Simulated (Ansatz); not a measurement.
# Straining AlRu

All numbers below come from DFT PBE, scalar-relativistic, plane waves, PAW in Ansatz. (420 eV cutoff, 18×18×18 k-mesh, Gaussian smearing of 0.10 eV, no spin polarisation)

Starting point, cell and atoms relaxed:

```
CELL_PARAMETERS angstrom
3.00418 0.00000 0.00000
0.00000 3.00418 0.00000
0.00000 0.00000 3.00418
ATOMIC_POSITIONS crystal
Al 0.00000 0.00000 0.00000
Ru 0.50000 0.50000 0.50000
```

Deformation: biaxial strain in the a-b plane, with the length and tilt of c and the atoms relaxed, all within the symmetry that the strain leaves. Energies are extrapolated to zero smearing. On this cell's mesh the reference holds a stress of up to 0.10 GPa.

| strain (%) | ΔE (meV/atom) | a (Å) | b (Å) | c (Å) |
| --- | --- | --- | --- | --- |
| -4.5 | 60.9 | 2.869 | 2.869 | 3.148 |
| -3.0 | 26.4 | 2.914 | 2.914 | 3.095 |
| -1.5 | 6.4 | 2.959 | 2.959 | 3.046 |
| +0.0 | 0.0 | 3.004 | 3.004 | 3.004 |
| +1.5 | 6.4 | 3.049 | 3.049 | 2.964 |
| +3.0 | 24.1 | 3.094 | 3.094 | 2.927 |
| +4.5 | 52.3 | 3.139 | 3.139 | 2.896 |

Question: What stiffness (1/V) d²E/dε² at zero strain does a cubic fit over all points give?

Answer: A cubic fit gives (1/V) d²E/dε² = 660 GPa at zero strain (twice the biaxial modulus).

Question: How does the free axis c answer a small strain?

Answer: Between the innermost points its strain is -0.92 times the applied one.

Cost: 7 runs of about 4.8 core-minutes in all, on Arm Neoverse V2 (shared hosts).